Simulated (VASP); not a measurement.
# SnO (Romarchite): convergence with the PAW data sets and SCF threshold, part 2 of 2

A convergence test on SnO (Romarchite): the PAW data sets and SCF threshold. The atoms are off their equilibrium sites, so that forces can be compared too. The series runs use PBE. The atoms of the start are displaced at random from the sites of a P4/nmm cell.

VASP 6.6.1, plane waves and PAW; the level of theory is named at each step.

Still holding for the runs below: Spin-orbit coupling is off here; with elements this heavy it splits and shifts levels by tenths of an eV or more.

So far. Step 5 (PAW data sets: GW 64: Sn d GW O GW): With 40 valence electrons the pressure is 5.91 GPa, +0.10 GPa from the first of the series, after 14 cycles in 40 s. Step 6 (PAW data sets: hard 64: Sn d O h): With 40 valence electrons the pressure is 6.46 GPa, +0.66 GPa from the first of the series, after 15 cycles in 80 s.

## 7. PAW data sets: soft 64: Sn d O s

This step: PBE; plane waves and PAW (Sn_d, O_s) (VASP 6.6.1).

The input, INCAR:

```
SYSTEM = SnO
PREC = Accurate
ENCUT = 400
EDIFF = 1E-06
NELM = 100
ISMEAR = -1
SIGMA = 0.05
LREAL = .FALSE.
ALGO = Normal
GGA = PE
NBANDS = 26
LORBIT = 11
LWAVE = .FALSE.
LCHARG = .FALSE.
KPAR = 4
ISIF = 2
```

The input, POSCAR:

```
SnO
1.0
    3.7986000000      0.0000000000      0.0000000000
    0.0000000000      3.7986000000      0.0000000000
    0.0000000000      0.0000000000      4.8408000000
Sn O
2 2
Direct
    0.4957240000      0.0101690000      0.2364060000
    0.0009760000      0.4802140000      0.7682650000
    0.0023620000      0.0079720000      0.0121040000
    0.5031430000      0.5022500000      0.0040270000
```

The input, KPOINTS:

```
Automatic mesh
0
Gamma
6 6 5
0 0 0
```

Potentials, in the order of the species: Sn_d and O_s (PBE family, release 64).

Started as:

```sh
mpirun -np 4 vasp_std
```

Log:

```text
[... set-up lines as in an earlier step ...]
 entering main loop
       N       E                     dE             d eps       ncg     rms          rms(c)
DAV:   1     0.351201860114E+03    0.35120E+03   -0.17724E+04  4826   0.202E+03
DAV:   2     0.141505665127E+02   -0.33705E+03   -0.32950E+03  4892   0.484E+02
DAV:   3    -0.250373730486E+02   -0.39188E+02   -0.38900E+02  5428   0.167E+02
DAV:   4    -0.262865332889E+02   -0.12492E+01   -0.12477E+01  5588   0.327E+01
[...]
DAV:  13    -0.225913707996E+02   -0.14044E-05   -0.78264E-05  6488   0.906E-02    0.219E-02
DAV:  14    -0.225913701897E+02    0.61000E-06   -0.15711E-05  5868   0.572E-02    0.402E-03
DAV:  15    -0.225913706788E+02   -0.48917E-06   -0.27676E-06  5206   0.132E-02
   1 F= -.22591371E+02 E0= -.22590776E+02  d E =-.118871E-02
```

Wall time 23 s (4 MPI ranks of Intel Xeon 6975P-C (Granite Rapids), shared host); peak memory 0.88 GiB.

From OUTCAR (step 7):

```text
  Total        3.0830488      2.6657687      2.5031024     -0.0083341     -0.8374560      0.1516104
  in kB       70.7174694     61.1461033     57.4149410     -0.1911627    -19.2091566      3.4775646
  external PRESSURE =      63.0928379 kB  Pullay stress =       0.0000000 kB

 POSITION                                       TOTAL-FORCE (eV/Angst)
 -----------------------------------------------------------------------------------
      1.88306      0.03863      1.14439         0.170748     -0.269985      1.123064
      0.00371      1.82414      3.71902         0.007354      0.535443     -0.779144
      0.00897      0.03028      0.05859        -0.113318     -0.407288     -0.263450
      1.91124      1.90785      0.01949        -0.064784      0.141830     -0.080470
 -----------------------------------------------------------------------------------
    total drift:                                0.000557     -0.000047     -0.001116

  FREE ENERGIE OF THE ION-ELECTRON SYSTEM (eV)
  ---------------------------------------------------
  free  energy   TOTEN  =       -22.5913706788 eV

  energy  without entropy=      -22.5901819671  energy(sigma->0) =      -22.59077632

[... 1 part as in an earlier step ...]

[... 2 further parts left out ...]
[key lines of the parts left out:]
E-fermi :   7.4934
```

With 40 valence electrons the pressure is 6.31 GPa, +0.51 GPa from the first of the series, after 15 cycles in 23 s.

## 8. The PAW data sets series as a table

This step: convergence of PBE results with the datasets; plane waves and PAW (VASP 6.6.1).

No new run; the numbers come from the runs before.

Differences are taken from the run with recommended 64: Sn_d O. Results of the series, by row:

```csv
setting,status,pressure (GPa),largest force difference (meV/Å),gap (eV),SCF cycles,wall time (s)
"minimal 64: Sn O, 520 eV",converged,5.804,73.75,0.1767,14,13.6
"recommended 64: Sn_d O, 520 eV",converged,6.356,0,0.1752,14,22
"recommended 54: Sn_d O, 520 eV",converged,6.356,0,0.1752,14,30
"gw 64: Sn_d_GW O_GW, 540 eV",converged,5.907,108.1,0.1636,14,40
"hard 64: Sn_d O_h, 1000 eV",converged,6.461,7.666,0.1758,15,80
"soft 64: Sn_d O_s, 400 eV",converged,6.309,14.1,0.1747,15,23
```

## 9. SCF threshold: EDIFF = 0.01

This step: PBE; plane waves and PAW (Sn_d, O) (VASP 6.6.1).

EDIFF stops the electronic loop; forces need it tighter than energies do.

Edit INCAR of step 7 so:

```diff
@@ -2,4 +2,4 @@
 PREC = Accurate
-ENCUT = 400
-EDIFF = 1E-06
+ENCUT = 520
+EDIFF = 0.01
 NELM = 100
```

POSCAR is that of step 7.

KPOINTS is that of step 7.

PAW data sets: Sn_d and O (PBE family, release 64).

Started as:

```sh
mpirun -np 4 vasp_std
```

Log:

```text
[... set-up lines as in an earlier step ...]
 entering main loop
       N       E                     dE             d eps       ncg     rms          rms(c)
[... 7 cycles as in an earlier step ...]
DAV:   8    -0.226106871791E+02    0.70857E-02   -0.34639E-01  7068   0.458E+00    0.864E-01
DAV:   9    -0.225991712650E+02    0.11516E-01   -0.72918E-02  5524   0.302E+00    0.222E-01
DAV:  10    -0.226003066653E+02   -0.11354E-02   -0.83751E-03  2492   0.109E+00
   1 F= -.22600307E+02 E0= -.22599739E+02  d E =-.113486E-02
```

It took 15 s on 4 MPI ranks; peak memory 1 GiB; 50 s of CPU time.

Parts of OUTCAR (step 9):

```text
   NELECT =      40.0000    total number of electrons

 E-fermi :   7.3242

 k-point     1 :       0.0000    0.0000    0.0000
  band No.  band energies     occupation
    ...
     16       0.8217      2.00000
     17       3.6040      2.00000
     18       3.8382      2.00000
     19       3.9399      2.00000
     20       7.2238      1.76310
     21       9.2911      0.00000
     22      11.4386      0.00000
     23      12.0448      0.00000
     24      12.0915      0.00000
     25      12.9486      0.00000
    ...

  Total        2.8100404      2.3950770      2.3223154     -0.0084139     -0.8075069      0.1463326
  in kB       64.4553370     54.9371074     53.2681376     -0.1929933    -18.5221990      3.3565053
  external PRESSURE =      57.5535273 kB  Pullay stress =       0.0000000 kB

 POSITION                                       TOTAL-FORCE (eV/Angst)
 -----------------------------------------------------------------------------------
      1.88306      0.03863      1.14439         0.166756     -0.262984      1.119940
      0.00371      1.82414      3.71902         0.006866      0.521627     -0.764325
      0.00897      0.03028      0.05859        -0.108975     -0.396826     -0.271947
      1.91124      1.90785      0.01949        -0.064647      0.138184     -0.083668
 -----------------------------------------------------------------------------------
    total drift:                                0.002261      0.002035      0.006995

  FREE ENERGIE OF THE ION-ELECTRON SYSTEM (eV)
  ---------------------------------------------------
  free  energy   TOTEN  =       -22.6003066653 eV

  energy  without entropy=      -22.5991718025  energy(sigma->0) =      -22.59973923

[... 8 parts as in an earlier step ...]

[... 9 further parts left out ...]
```

Numbers from this step:

```
SCF cycles                     : 10
free energy (TOTEN)            : -22.60 eV
energy at zero smearing        : -22.60 eV
Fermi energy                   : 7.324 eV
pressure                       : 5.755 GPa
gap on the k-mesh              : 0.1846 eV
least direct gap on the k-mesh : 1.945 eV
```

The series starts at -5.6499 eV an atom and 5.76 GPa, after 10 cycles in 15 s.

## 10. SCF threshold: EDIFF = 0.001

Edit INCAR of step 9 so:

```diff
@@ -3,3 +3,3 @@
 ENCUT = 520
-EDIFF = 0.01
+EDIFF = 0.001
 NELM = 100
```

POSCAR is that of step 9.

KPOINTS is that of step 9.

Started as:

```sh
mpirun -np 4 vasp_std
```

Log:

```text
[... set-up lines as in an earlier step ...]
 entering main loop
       N       E                     dE             d eps       ncg     rms          rms(c)
[... 8 cycles as in an earlier step ...]
DAV:   9    -0.225994040448E+02    0.11294E-01   -0.75136E-02  7348   0.302E+00    0.243E-01
DAV:  10    -0.226007257534E+02   -0.13217E-02   -0.93224E-03  5514   0.933E-01    0.141E-01
DAV:  11    -0.226004011311E+02    0.32462E-03   -0.14711E-03  2714   0.494E-01
   1 F= -.22600401E+02 E0= -.22599808E+02  d E =-.118586E-02
```

Elapsed: 19 s, on 4 MPI ranks; peak memory 1 GiB.

From OUTCAR (step 10):

```text
  Total        3.3226855      2.9055705      2.7791374     -0.0083402     -0.8112177      0.1459733
  in kB       76.2141393     66.6465600     63.7464993     -0.1913031    -18.6073163      3.3482638
  external PRESSURE =      68.8690662 kB  Pullay stress =       0.0000000 kB

 POSITION                                       TOTAL-FORCE (eV/Angst)
 -----------------------------------------------------------------------------------
      1.88306      0.03863      1.14439         0.166343     -0.260538      1.117435
      0.00371      1.82414      3.71902         0.007294      0.520051     -0.774956
      0.00897      0.03028      0.05859        -0.109476     -0.397354     -0.264658
      1.91124      1.90785      0.01949        -0.064161      0.137841     -0.077821
 -----------------------------------------------------------------------------------
    total drift:                                0.001819      0.000760     -0.005532

  FREE ENERGIE OF THE ION-ELECTRON SYSTEM (eV)
  ---------------------------------------------------
  free  energy   TOTEN  =       -22.6004011311 eV

  energy  without entropy=      -22.5992152677  energy(sigma->0) =      -22.59980820

[... 2 parts as in an earlier step ...]

[... 1 further part left out ...]
[key lines of the parts left out:]
E-fermi :   7.3297
```

Against the run before the energy moves by -0.02 meV an atom and the pressure by +1.13 GPa, after 11 cycles in 19 s.

## 11. SCF threshold: EDIFF = 1E-04

Edit INCAR of step 10 so:

```diff
@@ -3,3 +3,3 @@
 ENCUT = 520
-EDIFF = 0.001
+EDIFF = 1E-04
 NELM = 100
```

POSCAR is that of step 10.

KPOINTS is that of step 10.

Started as:

```sh
mpirun -np 4 vasp_std
```

Log:

```text
[... set-up lines as in an earlier step ...]
 entering main loop
       N       E                     dE             d eps       ncg     rms          rms(c)
[... 9 cycles as in an earlier step ...]
DAV:  10    -0.226007416157E+02   -0.13351E-02   -0.94381E-03  6784   0.933E-01    0.141E-01
DAV:  11    -0.226004457957E+02    0.29582E-03   -0.18085E-03  7408   0.442E-01    0.295E-02
DAV:  12    -0.226004921494E+02   -0.46354E-04   -0.40312E-04  4914   0.122E-01
   1 F= -.22600492E+02 E0= -.22599891E+02  d E =-.120290E-02
```

It took 24 s on 4 MPI ranks; peak memory 1 GiB; 80 s of CPU time.

OUTCAR, selected parts (step 11):

```text
  Total        3.0871593      2.6663659      2.4863363     -0.0081667     -0.8149416      0.1466973
  in kB       70.8117549     61.1598002     57.0303703     -0.1873232    -18.6927331      3.3648714
  external PRESSURE =      63.0006418 kB  Pullay stress =       0.0000000 kB

 POSITION                                       TOTAL-FORCE (eV/Angst)
 -----------------------------------------------------------------------------------
      1.88306      0.03863      1.14439         0.166383     -0.260752      1.116893
      0.00371      1.82414      3.71902         0.007752      0.522314     -0.771820
      0.00897      0.03028      0.05859        -0.110245     -0.401067     -0.265315
      1.91124      1.90785      0.01949        -0.063889      0.139505     -0.079758
 -----------------------------------------------------------------------------------
    total drift:                                0.000556      0.000062     -0.000423

  FREE ENERGIE OF THE ION-ELECTRON SYSTEM (eV)
  ---------------------------------------------------
  free  energy   TOTEN  =       -22.6004921494 eV

  energy  without entropy=      -22.5992892479  energy(sigma->0) =      -22.59989070

[... 2 parts as in an earlier step ...]

[... 1 further part left out ...]
[key lines of the parts left out:]
E-fermi :   7.3312
```

Against the run before the energy moves by -0.02 meV an atom and the pressure by -0.59 GPa, after 12 cycles in 24 s.

## 12. SCF threshold: EDIFF = 1E-05

Edit INCAR of step 11 so:

```diff
@@ -3,3 +3,3 @@
 ENCUT = 520
-EDIFF = 1E-04
+EDIFF = 1E-05
 NELM = 100
```

POSCAR is that of step 11.

KPOINTS is that of step 11.

Started as:

```sh
mpirun -np 4 vasp_std
```

Log:

```text
[... set-up lines as in an earlier step ...]
 entering main loop
       N       E                     dE             d eps       ncg     rms          rms(c)
[... 12 cycles as in an earlier step ...]
DAV:  13    -0.226004820792E+02    0.10314E-04   -0.74866E-05  5660   0.103E-01    0.424E-03
DAV:  14    -0.226004822013E+02   -0.12209E-06   -0.76072E-06  2574   0.202E-02
   1 F= -.22600482E+02 E0= -.22599887E+02  d E =-.119020E-02
```

Elapsed: 28 s, on 4 MPI ranks; peak memory 1 GiB.

From OUTCAR (step 12):

```text
  Total        3.1023180      2.6837910      2.5215953     -0.0081637     -0.8108098      0.1461119
  in kB       71.1594565     61.5594892     57.8391239     -0.1872539    -18.5979600      3.3514445
  external PRESSURE =      63.5193565 kB  Pullay stress =       0.0000000 kB

 POSITION                                       TOTAL-FORCE (eV/Angst)
 -----------------------------------------------------------------------------------
      1.88306      0.03863      1.14439         0.166106     -0.260475      1.114709
      0.00371      1.82414      3.71902         0.007639      0.521325     -0.769570
      0.00897      0.03028      0.05859        -0.109936     -0.400079     -0.265419
      1.91124      1.90785      0.01949        -0.063809      0.139229     -0.079720
 -----------------------------------------------------------------------------------
    total drift:                                0.000556     -0.000022     -0.000340

  FREE ENERGIE OF THE ION-ELECTRON SYSTEM (eV)
  ---------------------------------------------------
  free  energy   TOTEN  =       -22.6004822013 eV

  energy  without entropy=      -22.5992920025  energy(sigma->0) =      -22.59988710

[... 2 parts as in an earlier step ...]

[... 1 further part left out ...]
[key lines of the parts left out:]
E-fermi :   7.3310
```

Against the run before the energy stays within 0.01 meV an atom; the pressure moves by +0.05 GPa, after 14 cycles in 28 s.

## 13. SCF threshold: EDIFF = 1E-06

Edit INCAR of step 12 so:

```diff
@@ -3,3 +3,3 @@
 ENCUT = 520
-EDIFF = 1E-05
+EDIFF = 1E-06
 NELM = 100
```

POSCAR is that of step 12.

KPOINTS is that of step 12.

Started as:

```sh
mpirun -np 4 vasp_std
```

Log:

```text
[... set-up lines as in an earlier step ...]
 entering main loop
       N       E                     dE             d eps       ncg     rms          rms(c)
[... 14 cycles as in an earlier step ...]
   1 F= -.22600482E+02 E0= -.22599887E+02  d E =-.119020E-02
```

The job ended after 23 s (4 MPI ranks; peak memory 1 GiB; 79 s of CPU time).

From OUTCAR (step 13):

```text
[... 6 parts as in an earlier step ...]

[... 1 further part left out ...]
[key lines of the parts left out:]
E-fermi :   7.3310
```

Against the run before the energy stays within 0.01 meV an atom and the pressure within 0.01 GPa, after 14 cycles in 23 s.

## 14. SCF threshold: EDIFF = 1E-08

Edit INCAR of step 13 so:

```diff
@@ -3,3 +3,3 @@
 ENCUT = 520
-EDIFF = 1E-06
+EDIFF = 1E-08
 NELM = 100
```

POSCAR is that of step 13.

KPOINTS is that of step 13.

Started as:

```sh
mpirun -np 4 vasp_std
```

Log:

```text
[... set-up lines as in an earlier step ...]
 entering main loop
       N       E                     dE             d eps       ncg     rms          rms(c)
[... 13 cycles as in an earlier step ...]
DAV:  14    -0.226004823032E+02   -0.18172E-06   -0.81697E-06  5220   0.196E-02    0.602E-03
DAV:  15    -0.226004822704E+02    0.32793E-07   -0.15565E-06  7790   0.162E-02    0.204E-03
DAV:  16    -0.226004823375E+02   -0.67041E-07   -0.25568E-07  5506   0.411E-03    0.111E-03
DAV:  17    -0.226004823821E+02   -0.44634E-07   -0.86106E-08  5532   0.305E-03    0.298E-04
DAV:  18    -0.226004824019E+02   -0.19831E-07   -0.11924E-08  2940   0.929E-04    0.989E-05
DAV:  19    -0.226004824012E+02    0.69303E-09   -0.21921E-09  2504   0.641E-04
   1 F= -.22600482E+02 E0= -.22599887E+02  d E =-.119084E-02
```

Elapsed: 38 s, on 4 MPI ranks; peak memory 1.1 GiB.

OUTCAR, selected parts (step 14):

```text
  Total        3.1110435      2.6922315      2.5318985     -0.0081589     -0.8112936      0.1461900
  in kB       71.3595986     61.7530931     58.0754529     -0.1871460    -18.6090577      3.3532339
  external PRESSURE =      63.7293815 kB  Pullay stress =       0.0000000 kB

 POSITION                                       TOTAL-FORCE (eV/Angst)
 -----------------------------------------------------------------------------------
      1.88306      0.03863      1.14439         0.166098     -0.260504      1.114783
      0.00371      1.82414      3.71902         0.007653      0.521419     -0.769943
      0.00897      0.03028      0.05859        -0.109948     -0.400087     -0.265188
      1.91124      1.90785      0.01949        -0.063804      0.139172     -0.079652
 -----------------------------------------------------------------------------------
    total drift:                                0.000533      0.000083     -0.000099

  FREE ENERGIE OF THE ION-ELECTRON SYSTEM (eV)
  ---------------------------------------------------
  free  energy   TOTEN  =       -22.6004824012 eV

  energy  without entropy=      -22.5992915650  energy(sigma->0) =      -22.59988698

[... 2 parts as in an earlier step ...]

[... 1 further part left out ...]
[key lines of the parts left out:]
E-fermi :   7.3311
```

Against the run before the energy stays within 0.01 meV an atom; the pressure moves by +0.02 GPa, after 19 cycles in 38 s.

## 15. The SCF threshold series as a table

This step: convergence of PBE results with the threshold; plane waves and PAW (VASP 6.6.1).

Derived from the runs above.

Differences are taken from the run with EDIFF = 1E-08. Results of the series, by row:

```csv
setting,status,energy less the reference (meV/atom),pressure (GPa),largest force difference (meV/Å),gap (eV),SCF cycles,wall time (s)
EDIFF = 0.01,converged,0.03694,5.755,6.759,0.1846,10,14.6
EDIFF = 0.001,converged,0.0197,6.887,5.013,0.1763,11,18.8
EDIFF = 1E-04,converged,-9.30e-4,6.3,2.11,0.1736,12,24
EDIFF = 1E-05,converged,-3.00e-5,6.352,0.373,0.1752,14,28
EDIFF = 1E-06,converged,-5.50e-5,6.356,0.459,0.1752,14,23
EDIFF = 1E-08,converged,0,6.373,0,0.1752,19,38
```

## 16. Summary of results

| Item | Value |
| --- | --- |
| spread of the pressure over the PAW data sets | 0.657 GPa |
| SCF threshold from which the energy stays within 10 meV/atom of the reference | EDIFF = 0.01 |
| SCF threshold from which the energy stays within 1 meV/atom of the reference | EDIFF = 0.01 |
| SCF threshold from which the pressure stays within 0.2 GPa of the reference | EDIFF = 1E-04 |
| spread of the pressure over the SCF threshold | 1.13 GPa |
| spread of the energy over the SCF threshold | 0.0379 meV/atom |

What this shows: The choice of data set moves the pressure between 5.80 GPa (minimal 64: Sn O) and 6.46 GPa (hard 64: Sn_d O_h); the cutoffs differ too (1000, 400, 520 and 540 eV). The gap moves by up to 0.01 eV. From EDIFF = 0.01 on, the energy stays within 1 meV an atom of the reference, at 38 % of its time. The pressure holds within 0.2 GPa from EDIFF = 1E-04 on. The loosest stop saves 9 of 19 cycles and costs +0.0 meV an atom, -0.62 GPa, 6.8 meV/Å in forces. Data sets differ in their zero of energy, so energies are not compared.

[Lines on the potential files, build, host, timing and source positions are cut from VASP's logs without a mark.]

[Logs are printed without paths, hosts, clocks, repeated set-up lines and the standing remarks that a program may print on its own settings, such as how far it seeks lower states.]

[Hosts, paths, dates, database ids (printed as entryN), source tags and the programs' standing remarks are cut or masked in the printed files.]

[A measured line is paired with the nearest computed mode of its activity, which favours agreement.]
